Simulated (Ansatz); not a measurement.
**CuO, one cell by several methods**

```xyz
2
Lattice="0.0000 2.1225 2.1225 2.1225 0.0000 2.1225 2.1225 2.1225 0.0000" Properties=species:S:1:pos:R:3 pbc="T T T"
Cu    0.0000    0.0000    0.0000
O     2.1225    2.1225    2.1225
```

Atom numbers follow the list: Cu1, O2.

The cell was built from the rocksalt type and relaxed in the same program, and has space group Fm-3m; it needn't be a known or the stable phase.

Without spin polarisation or U, such a compound can come out metallic where the real one is a magnetic insulator.

Levels of theory: DFT, PBE, PAW with Ansatz's default frozen-core files, scalar-relativistic (Ansatz 0.2.0); DFT, PBE, all-electron LAPW, scalar-relativistic (Ansatz 0.2.0).

For PAW: a Γ-centred 16×16×16 k mesh, Fermi–Dirac smearing of 0.08 eV, cutoff 420 eV, no spin polarisation. LAPW targets a basis error of 0.5 meV/atom. The Ansatz runs share mesh, smearing and spin set-up. Plane-wave (PAW) pressures include the program's estimate of the Pulay term.

Stress and pressure are positive in compression.

Levels count from the Fermi level.

PAW results:

```tsv
quantity	PAW
pressure (GPa)	0.00
highest filled level at W (eV)	-0.642
lowest empty level at W (eV)	7.850
highest filled level at U (eV)	-0.540
lowest empty level at U (eV)	7.192
highest filled level at X (eV)	-1.459
lowest empty level at X (eV)	5.548
```

What does full-potential LAPW give for the same quantities?


```
                      quantity    LAPW
                pressure (GPa)   -0.06
highest filled level at W (eV)  -0.642
  lowest empty level at W (eV)   7.850
highest filled level at U (eV)  -0.540
  lowest empty level at U (eV)   7.191
highest filled level at X (eV)  -1.457
  lowest empty level at X (eV)   5.545
```
